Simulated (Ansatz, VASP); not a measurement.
**One calculation of GaAs, two programs**

```
CELL_PARAMETERS angstrom
0.00000 2.86405 2.86405
2.86405 0.00000 2.86405
2.86405 2.86405 0.00000
ATOMIC_POSITIONS crystal
Ga 0.00000 0.00000 0.00000
As 0.25000 0.25000 0.25000
```

Alike in both runs: task single point; functional PBE; k mesh 6 × 6 × 6; no spin polarisation.

```csv
,VASP,Ansatz
version,VASP 6.6.1,Ansatz 0.2.0
potentials or method,"VASP PAW PBE potentials, release 64 (Ga_d, As)","plane waves, PAW"
plane-wave cutoff (eV),520,500
occupations,"gaussian, width 0.01 eV",fixed
valence electrons in the cell,18,28
```

```csv
,VASP,Ansatz,Ansatz less VASP
pressure (GPa),0.7,0.5,-0.17
```

The two sets of potentials don't hold the same shells in valence.
